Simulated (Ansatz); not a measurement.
## Optical response of AlAs

Aim: the dielectric function of AlAs, and the optical constants that follow from it.

Calculated with Ansatz 0.2.0; DFT, PBE, plane-wave PAW, default files, scalar-relativistic, independent-particle optical response without local fields.

## Step 1: The structure

It takes space group F-43m (No. 216, cubic). The conventional cell has a = 5.661 Å, b = 5.661 Å, c = 5.661 Å, α = 90.00°, β = 90.00°, γ = 90.00°. Nearest to As lie 4 Al at 2.45 Å. Al has 4 As at 2.45 Å nearest. Farther neighbours are not listed.

As a file:

```cif
data_structure
_symmetry_space_group_name_H-M 'P 1'
_symmetry_Int_Tables_number 1
_cell_length_a 4.0028
_cell_length_b 4.0028
_cell_length_c 4.0028
_cell_angle_alpha 60.000
_cell_angle_beta 60.000
_cell_angle_gamma 60.000
_cell_volume 45.35
loop_
_atom_site_label
_atom_site_type_symbol
_atom_site_fract_x
_atom_site_fract_y
_atom_site_fract_z
_atom_site_occupancy
As1 As 0.75000 0.75000 0.75000 1
Al2 Al 0.00000 0.00000 0.00000 1
```

## Step 2: Ground state and bands

The self-consistent density comes first; it also tells whether there is a gap, which decides the occupations and the need for a Drude term.

This step: DFT, PBE, plane-wave PAW, default files, scalar-relativistic, ground state (Ansatz 0.2.0).

input.yaml reads:

```yaml
crystal:
  lattice:
    - [0.0, 2.8304, 2.8304]
    - [2.8304, 0.0, 2.8304]
    - [2.8304, 2.8304, 0.0]
  atoms:
    - { symbol: As, position: [0.75, 0.75, 0.75] }
    - { symbol: Al, position: [0.0, 0.0, 0.0] }
kpoints:
  mp_grid: { grid: [7, 7, 7] }
  band_path:
    path:
      - [[0.0, 0.0, 0.0], [0.5, 0.0, 0.5], [0.5, 0.25, 0.75], [0.375, 0.375, 0.75], [0.0, 0.0, 0.0], [0.5, 0.5, 0.5], [0.625, 0.25, 0.625], [0.5, 0.25, 0.75], [0.5, 0.5, 0.5], [0.375, 0.375, 0.75]]
      - [[0.625, 0.25, 0.625], [0.5, 0.0, 0.5]]
    npoints: 7
scf:
  occupations: { method: fermi_dirac, width: 0.05 }
  n_extra_bands: 6
hamiltonian:
  xc: pbe
  pseudopotentials: { kind: paw }
output:
  forces: true
  stress: true
  populations: true
  write_bands: true
  write_density: true
  write_potential: true
  elf: true
  volumetric_format: npy
```

Command:

```sh
ansatz run input.yaml --threads 4 --pin off --max-ram 8192MiB --backend cpu --events-out ev --progress --plain --runs-dir out
```

Numbers of over 12 decimals in the logs are rounded to 6 here.

Log:

```text
scf.n_extra_bands = 6 over 9 filled bands (N_el = 18.0): the run solves 15 bands
Engine: ansatz 0.2.0, aarch64-unknown-linux-gnu
Pseudopotentials: kind: paw
Pseudopotential: As, paw, valence charge 15, recommended cutoff 420 eV (normal), As.paw.azcp
Pseudopotential: Al, paw, valence charge 3, recommended cutoff 420 eV (normal), Al.paw.azcp
Functional definition: PBE
  parameter kappa = 0.804
  parameter beta = 0.066725
  exchange = pbe_x(kappa = kappa, mu = beta*pi^2/3)
  correlation = pbe_c(beta = beta)
Crystal: 2 atoms, lattice volume = 45.350 Å³
Basis set: ecut = 420 eV, 893 PW (Γ), exchange–correlation on 54×54×54 points (8 copies of the dense FFT grid, shifted against one another)
Bands: 15, of which v1, the nominal top of the filled ones, is band 9 counted from 1 (8 counted from 0)
Symmetry: 24 space group operations
Space group: F-43m (ITA 216), of the structure as read, at distance tolerance 3.6e-5 Å
k-points: 20 of 343 (time reversal used)
Non-local potential: As, projectors of the file, l = 0: 2, l = 1: 2, l = 2: 3, l = 3: 1
Non-local potential: Al, projectors of the file, l = 0: 2, l = 1: 2, l = 2: 1
PAW form: soft (Blöchl's): semilocal exchange-correlation on the pseudo side does not see the compensation charge
PAW one-centre angular grid: As, 590 points (default); XC on 64 Gauss nodes
PAW one-centre angular grid: Al, 110 points (default); XC on 64 Gauss nodes
Initial density: superposition of atomic densities (neutral atoms: chi_scale 0, normalization atom), corrected by the library's trained network
Initial wavefunctions: pseudopotential atomic-orbital guess
Functional: x = pbe(κ = 0.804, μ = 0.219515), c = pbe(β = 0.066725)
SCF iter   1: F=—  HF=-5394.599647 eV  |F-HF|=—  |Δ(HF+E_count)|=         —  Δρ=1.56e-3  dr2=1.97e-3  ethr=1.77e-3  ⟨swp⟩=5.5  Hψ=1701  notcnv=0
preconditioner: auto → none  [insulator: Δε(μ)=1.530 eV  Ē_g=11.415 eV  σ=0.050 eV  W_gap=1.00  n_scr=14 (ndim 8)  ℏωp=15.6 eV  f_vac=0.006  D(μ)=0.00/eV (n_scr^D=0)  ε∞_Penn≈2.9]
SCF iter   2: F=—  HF=-5394.598881 eV  |F-HF|=—  |Δ(HF+E_count)|=   7.66e-4  Δρ=4.78e-4  dr2=1.10e-4  ethr=1.10e-5  ⟨swp⟩=1.6  Hψ=497  notcnv=0  defer=6
SCF iter   3: F=—  HF=-5394.598921 eV  |F-HF|=—  |Δ(HF+E_count)|=   3.99e-5  Δρ=1.83e-4  dr2=9.33e-6  ethr=6.12e-7  ⟨swp⟩=2.0  Hψ=340  notcnv=0  defer=6
SCF iter   4: F=—  HF=-5394.598888 eV  |F-HF|=—  |Δ(HF+E_count)|=   3.25e-5  Δρ=3.99e-5  dr2=1.06e-6  ethr=5.18e-8  ⟨swp⟩=2.0  Hψ=450  notcnv=0  defer=6
iter 5 did not close the SCF: its close was put off for the readings that it lacked (scf_convergence_deferred on its scf_iter line)
SCF iter   5: F=-5394.598887 eV  HF=-5394.598887 eV  |F-HF|=4.36e-8  |Δ(HF+E_count)|=   8.78e-7  Δρ=1.28e-5  dr2=3.85e-8  ethr=5.90e-9  ⟨swp⟩=2.0  Hψ=450  notcnv=0  defer=6
SCF iter   6: F=-5394.598887 eV  HF=-5394.598887 eV  |F-HF|=7.84e-10  |Δ(HF+E_count)|=   5.42e-8  Δρ=1.31e-6  dr2=7.73e-10  ethr=2.14e-10  ⟨swp⟩=8.1  Hψ=1741  notcnv=0
SCF 1 converged in 6 iterations: F = -5394.598887 eV  dr2 = 7.73e-10
  greatest PAW one-centre occupation: 0.999 electrons in one spin orbital (limit 2), on the As atom at site 0 (counted from 0), in its partial waves of l = 2
NSCF: frozen V_eff on 72 k-points
SCF converged after 6 iterations
Free energy (F): -5394.598887 eV
Harris-Foulkes:  -5394.598887 eV  (|F-HF|=7.84e-10)
Internal energy: -5394.598887 eV  (E = F + TS)
E sigma→0 (E₀):  -5394.598887 eV
Fermi energy:    7.131431 eV
--- Per-component energies (eV) ---
  E_band       = -266.267327
  E_kinetic    = 126.828359
  E_local      = -2113.648514  (includes V_loc(G=0)·N_el)
  E_nonlocal   = -659.941400
  E_hartree    = 1130.690488
  E_xc         = -119.116038
  E_vxc        = -108.463233  (∫ρ·V_xc dr)
  E_paw        = -2303.075730  (= ΣΔE_a)
  E_vpaw       = 227.577927  (= ΣTr[D̂ρ^β])
  E_aug_tail   = 0.000006  (compensation charges beyond the density's cutoff)
  E_ewald      = -1456.336059
  E_smearing   = -0.000000  (= −TS)
  E_closure    = 0.000000  (closes the sum)
  Σ components = -5394.598887   (vs F -5394.598887, Δ=0.00e0)
--- Forces (eV/Å), atoms counted from 1 ---
  atom   1  As     0.00000000    -0.00000000    -0.00000000
  atom   2  Al    -0.00000000     0.00000000     0.00000000
  max |Σ_I F_I| component: 2.12e-16 eV/Å
--- Stress (GPa, compression-positive) ---
        2.589251      -0.000000      -0.000000
       -0.000000       2.589251       0.000000
        0.000000       0.000000       2.589251
  P = ⅓ Tr σ = 2.5893 GPa (25.893 kbar)
--- Band table (eV; the first three rows and the last of 20) ---
  k-point 0: bands = [... 5 lower, -5.4950, 6.3686, 6.3686, 6.3686, 8.4223, 10.6710, 10.6710, 10.6710, ... 2 higher]
  k-point 1: bands = [... 5 lower, -5.2966, 4.6590, 6.1664, 6.1664, 9.2014, 11.0193, 11.0193, 11.2654, ... 2 higher]
  k-point 2: bands = [... 5 lower, -4.7638, 2.4867, 5.8069, 5.8069, 8.8799, 11.2936, 11.2936, 13.3445, ... 2 higher]
  k-point 19: bands = [... 5 lower, -3.5528, 1.2906, 2.9959, 4.0624, 9.8868, 11.9177, 12.7044, 13.1977, ... 2 higher]
--- Löwdin populations: 2 sites ---
  site symbol       q [e]
     0     As     15.3494
     1     Al      2.5990
  spilling = 0.002867 (of n_electrons = 18.000000)
```

Run time: 1.2 s. Hardware: 4 threads of Arm Neoverse V1, shared host; peak memory 0.31 GiB; 4.2 s of CPU time.

In the SCF lines HF is the Harris–Foulkes energy and dr2 the Hartree energy of the density residual, in eV; the loop may stop once dr2 is under the threshold and the program's other checks hold. Hψ counts applications of the Hamiltonian.

This step gave:

- free energy: -5394.5989 eV
- Fermi energy: 7.131 eV
- gap by band count: 1.554 eV
- electrons: 18
- symmetry operations: 24
- pressure: 2.589 GPa
- volume: 45.35 Å³
- gap on the path: 1.444 eV
- least direct gap on the path: 2.054 eV

There is a gap, 1.44 eV on the path, so no carriers' term is needed. The cell is left with a pressure of 2.6 GPa, as it stands unrelaxed at this level.

The electronic bands at the labelled points (eV, zero at the Fermi level; v1 is the highest filled band, c1 the lowest empty one):

| point | v4 | v3 | v2 | v1 | c1 | c2 | c3 | c4 |
| --- | --- | --- | --- | --- | --- | --- | --- | --- |
| Γ | -12.63 | -0.76 | -0.76 | -0.76 | 1.29 | 3.54 | 3.54 | 3.54 |
| 0.57 of the way | -11.64 | -4.45 | -2.31 | -2.31 | 1.56 | 2.68 | 6.64 | 6.64 |
| X | -10.66 | -6.18 | -2.93 | -2.93 | 0.68 | 1.54 | 9.56 | 9.56 |
| 0.57 of the way | -10.64 | -6.00 | -3.56 | -3.36 | 2.02 | 2.94 | 6.93 | 7.66 |
| W | -10.63 | -5.84 | -3.93 | -3.58 | 3.57 | 4.89 | 4.95 | 5.30 |
| 0.57 of the way | -10.67 | -5.89 | -4.10 | -2.96 | 2.17 | 4.30 | 6.17 | 6.86 |
| K | -10.69 | -5.93 | -4.17 | -2.56 | 1.48 | 4.22 | 7.42 | 7.57 |
| 0.57 of the way | -11.99 | -3.95 | -2.35 | -1.07 | 2.90 | 3.95 | 4.19 | 5.15 |
| Γ | -12.63 | -0.76 | -0.76 | -0.76 | 1.29 | 3.54 | 3.54 | 3.54 |
| 0.43 of the way | -12.19 | -3.60 | -1.15 | -1.15 | 1.97 | 4.11 | 4.11 | 5.14 |
| L | -11.21 | -6.32 | -1.58 | -1.58 | 1.39 | 3.93 | 3.93 | 6.99 |
| 0.43 of the way | -11.06 | -6.14 | -2.94 | -1.91 | 2.27 | 3.95 | 4.82 | 7.23 |
| U | -10.69 | -5.93 | -4.17 | -2.56 | 1.48 | 4.22 | 7.42 | 7.57 |
| 0.43 of the way | -10.67 | -5.89 | -4.10 | -2.96 | 2.17 | 4.30 | 6.17 | 6.86 |
| W | -10.63 | -5.84 | -3.93 | -3.58 | 3.57 | 4.89 | 4.95 | 5.30 |
| 0.57 of the way | -11.01 | -6.08 | -3.16 | -2.12 | 2.74 | 3.46 | 5.42 | 7.15 |
| L | -11.21 | -6.32 | -1.58 | -1.58 | 1.39 | 3.93 | 3.93 | 6.99 |
| 0.43 of the way | -11.06 | -6.14 | -2.94 | -1.91 | 2.27 | 3.95 | 4.82 | 7.23 |
| K | -10.69 | -5.93 | -4.17 | -2.56 | 1.48 | 4.22 | 7.42 | 7.57 |
| jump to U | -10.69 | -5.93 | -4.17 | -2.56 | 1.48 | 4.22 | 7.42 | 7.57 |
| 0.57 of the way | -10.66 | -6.12 | -3.35 | -2.86 | 0.98 | 2.07 | 8.95 | 8.99 |
| X | -10.66 | -6.18 | -2.93 | -2.93 | 0.68 | 1.54 | 9.56 | 9.56 |

The electronic bands as a text plot (rows in eV, shown from -8.8 to 6.7 only):

```
    6.4 |  ++++        ++ + +++       +      +  +   +      ++
    5.7 |   +        +++  ++                     + +++     +
    5.1 |            ++    +++++     +      +++   ++      + ++
    4.4 |  +         +++++  +++     +++    +   +++ +  +    +
    3.8 |++                   +++++++  ++++++     + + +++++   +
    3.1 | +++       +++     +++                  + +++
    2.5 |  + ++    +   +   +   +            +        ++   +
    1.9 | + +++++++ +   + +     ++ +++++  ++ ++ +      + + +++ ++
    1.2 |+     +   +     +        +     ++     +        +     ++
    0.6 |       +++                                             +
   -0.1 |
   -0.7 |**                    ******
   -1.4 | **                ****** * ******            ***
   -2.0 |   ***           **              ****       *** ****
   -2.6 |  *   ***      **    **    *      ** ***   * *   *  ****
   -3.3 |   *     ******    **       *           *** *     *   **
   -3.9 |            *******  *              ********       ***
   -4.6 |    **             **        *
   -5.2 |      *           *           *
   -5.9 |       ***********             *   **********    *******
   -6.5 |                                ***          ****
   -7.2 |
   -7.8 |
   -8.4 |
         Γ       X    W  K        Γ      L     U  W     L   K|U X
```

ELF in the ac plane of a cell with a along [110], b along [-110] and c along [001] of the cube at fractional y = 0.000, with atoms of As and Al within 0.2 Å of it. It is the smooth field of the valence electrons, not physical close to the nuclei.

Values, 8 rows by 16 columns, each cell a mean:
```
0.12 0.20 0.33 0.26 0.24 0.31 0.27 0.12 0.12 0.20 0.33 0.26 0.24 0.31 0.27 0.12
0.34 0.25 0.11 0.03 0.03 0.08 0.20 0.32 0.34 0.25 0.11 0.03 0.03 0.08 0.20 0.32
0.11 0.08 0.04 0.03 0.03 0.03 0.06 0.10 0.11 0.08 0.04 0.03 0.03 0.03 0.06 0.10
0.02 0.04 0.14 0.30 0.34 0.19 0.06 0.02 0.02 0.04 0.14 0.30 0.34 0.19 0.06 0.02
0.04 0.22 0.50 0.63 0.63 0.57 0.32 0.07 0.04 0.22 0.50 0.63 0.63 0.57 0.32 0.07
0.22 0.55 0.62 0.35 0.29 0.56 0.61 0.32 0.22 0.55 0.62 0.35 0.29 0.56 0.61 0.32
0.43 0.83 0.77 0.46 0.38 0.68 0.85 0.59 0.43 0.83 0.77 0.46 0.38 0.68 0.85 0.59
0.13 0.57 0.81 0.69 0.66 0.78 0.74 0.19 0.13 0.57 0.81 0.69 0.66 0.78 0.74 0.19
```

Electrostatic potential energy in the ac plane of a cell with a along [110], b along [-110] and c along [001] of the cube at fractional y = 0.000, with atoms of As and Al within 0.2 Å of it. With pseudopotentials it is smooth inside the atoms' cores, unlike the true potential.

Values in eV, 8 rows by 16 columns, each cell a mean:
```
-6 -7  5  9 10  7 -3 -8 -6 -7  5  9 10  7 -3 -8
 2  6  9 10 10  9  7  3  2  6  9 10 10  9  7  3
10 10 10 10 10 10 10 10 10 10 10 10 10 10 10 10
11 11 10 10  9 10 10 11 11 11 10 10  9 10 10 11
11 10  6 -1 -2  3  9 11 11 10  6 -1 -2  3  9 11
 9  7 -6  4  7 -7  5  9  9  7 -6  4  7 -7  5  9
-2  2 -4 -1  3 -6  2 -1 -2  2 -4 -1  3 -6  2 -1
-3 -9  3  3  2  4 -5 -6 -3 -9  3  3  2  4 -5 -6
```

[end of part 1 of 2]

[Logs are printed without paths, hosts, clocks, repeated set-up lines and the standing remarks that a program may print on its own settings, such as how far it seeks lower states.]

[Hosts, paths, dates, database ids (printed as entryN), source tags and the programs' standing remarks are cut or masked in the printed files.]
